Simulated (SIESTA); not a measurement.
BaTiO3:

```
CELL_PARAMETERS angstrom
3.99980 0.00000 0.00000
0.00000 3.99980 0.00000
0.00000 0.00000 4.01800
ATOMIC_POSITIONS crystal
Ba 0.00000 0.00000 0.00000
Ti 0.50000 0.50000 0.49000
O 0.00000 0.50000 0.51700
O 0.50000 0.00000 0.51700
O 0.50000 0.50000 0.01900
```

Base run:

```yaml
Program: SIESTA 5.4.2
Functional: PBE
Potentials_or_basis: SG15 1.2 (PBE files) or PseudoDojo by element
Basis: DZP (energy shift 0.003 Ry; two zetas on semicore shells; d shell added on Ba)
Grid_cutoff: 800 Ry
Energy_shift: 0.003 Ry
k_mesh: 7 × 7 × 7
Occupations: fermi-dirac, width 0.05 eV
Spin: no spin polarisation
```

Its results: band gap on the k mesh 1.82 eV, indirect (least direct gap 2.01 eV); pressure 5.2 GPa; largest force 0.190 eV/Å.

The run is repeated on the same cell with these changes: functional from PBE to BLYP; potentials or basis from SG15 1.2 (PBE files) or PseudoDojo by element to PseudoDojo 0.4 standard (PBE files). What comes out?

Band gap on the k mesh 1.85 eV, indirect (least direct gap 2.02 eV); pressure 10.8 GPa; largest force 0.139 eV/Å.

Caveats: spin-orbit coupling is left out, which moves the levels of the heavy elements; the mesh misses the band edges, which the band path finds closer together; the basis of atomic orbitals isn't converged, which shifts pressures, moduli and gaps; the real-space grid breaks translation symmetry, so forces needn't sum to zero (some runs); this set's barium file shifts pressures by up to 1 GPa against other sets (some runs); the potentials were made for another functional, which shifts forces and pressure (some runs).
